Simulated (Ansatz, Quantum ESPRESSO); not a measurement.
Given: the input of a run of Quantum ESPRESSO 7.5 (ASE script) on BN. The cell is a database's computed one, not the measured one.

Contents of run.py:

```python
import numpy as np
from ase.calculators.espresso import Espresso, EspressoProfile
from ase.io import read

atoms = read('BN.cif')

input_data = {
    'control': {'calculation': 'scf', 'prefix': 'pwscf', 'outdir': './tmp', 'tprnfor': True, 'tstress': True, 'disk_io': 'low'},
    'system': {'ecutwfc': 84.0, 'nbnd': 9, 'input_dft': 'pbesol', 'occupations': 'smearing', 'smearing': 'fd', 'degauss': 0.00367493},
    'electrons': {'conv_thr': 4e-10, 'electron_maxstep': 120, 'mixing_beta': 0.5},
}
pseudopotentials = {'B': 'B.upf', 'N': 'N.upf'}
profile = EspressoProfile(command='pw.x', pseudo_dir='pseudo')
dft = Espresso(profile=profile, input_data=input_data, pseudopotentials=pseudopotentials, kpts=(13, 13, 13), koffset=(0, 0, 0))
atoms.calc = dft

from ase.optimize import LBFGS
from ase.filters import FrechetCellFilter
done = LBFGS(FrechetCellFilter(atoms), trajectory='opt.traj').run(fmax=0.02, steps=30)
print('converged', done)
print('cell (A)', np.round(atoms.cell.cellpar(), 5))
print(f'energy {atoms.get_potential_energy():.8f} eV')
print('forces (eV/A)')
print(np.round(atoms.get_forces(), 6))
print('stress (eV/A^3, Voigt)')
print(np.round(atoms.get_stress(), 8))
print(f'Fermi level {dft.get_fermi_level():.4f} eV')
```

BN.cif

```cif
data_BN
_cell_length_a 2.56397060
_cell_length_b 2.56397060
_cell_length_c 2.56397060
_cell_angle_alpha 60.00000000
_cell_angle_beta 60.00000000
_cell_angle_gamma 60.00000000
_space_group_name_H-M_alt 'P1'
_space_group_name_Hall 'P 1'
_space_group_IT_number 1
loop_
_space_group_symop_operation_xyz
'x,y,z'
loop_
_atom_site_label
_atom_site_type_symbol
_atom_site_symmetry_multiplicity
_atom_site_Wyckoff_symbol
_atom_site_fract_x
_atom_site_fract_y
_atom_site_fract_z
_atom_site_occupancy
N1 N 1 a 0.2500000000 0.2500000000 0.2500000000 1
B1 B 1 a 0.0000000000 0.0000000000 0.0000000000 1
```

Potentials or basis: PseudoDojo 0.4.1 SR PBE standard.

Launch:

```console
$ OMP_NUM_THREADS=1 python run.py
```

Question: Translate it to Ansatz 0.2.0. Potentials or basis there: all-electron LAPW, scalar-relativistic.

Answer: As run (cutoffs and basis follow the program's own potentials, and thresholds, step limits or extra output files can differ):

Contents of input.yaml:

```yaml
crystal:
  lattice:
    - [0.0, 1.813001, 1.813001]
    - [1.813001, 0.0, 1.813001]
    - [1.813001, 1.813001, 0.0]
  atoms:
    - { symbol: "N", position: [0.25, 0.25, 0.25] }
    - { symbol: B, position: [0.0, 0.0, 0.0] }
kpoints:
  mp_grid: { grid: [13, 13, 13] }
scf:
  occupations: { method: fermi_dirac, width: 0.05 }
hamiltonian:
  xc: pbesol
  pseudopotentials: { kind: all_electron, lapw: { basis_error: 0.001 } }
output:
  forces: true
  stress: true
relax:
  f_tol: 0.01
  max_steps: 60
  cell: {}
```

Potentials or basis: all-electron LAPW, scalar-relativistic.

Command:

```bash
$ ansatz run input.yaml --threads 1 --pin off --max-ram 3072MiB --backend cpu --events-out ev --progress --plain --runs-dir out
```

Both were run:

|  | Quantum ESPRESSO | Ansatz |
| --- | --- | --- |
| Relaxed volume | 5.87 Å³/atom | 5.86 Å³/atom |
| Relaxed cell | a = 2.551 Å, b = 2.551 Å, c = 2.551 Å, α = 60.00°, β = 60.00°, γ = 60.00° | a = 2.550 Å, b = 2.550 Å, c = 2.550 Å, α = 60.00°, β = 60.00°, γ = 60.00° |
| Space group after relaxing | F-43m (No. 216) | F-43m (No. 216) |
| Pressure after relaxing | 0.0 GPa | 0.0 GPa |

Quantum ESPRESSO's potentials were made for PBE.

Where Ansatz's input types no cutoff or centring, it takes its own default and a Γ-centred mesh.

Pressure is positive in compression.
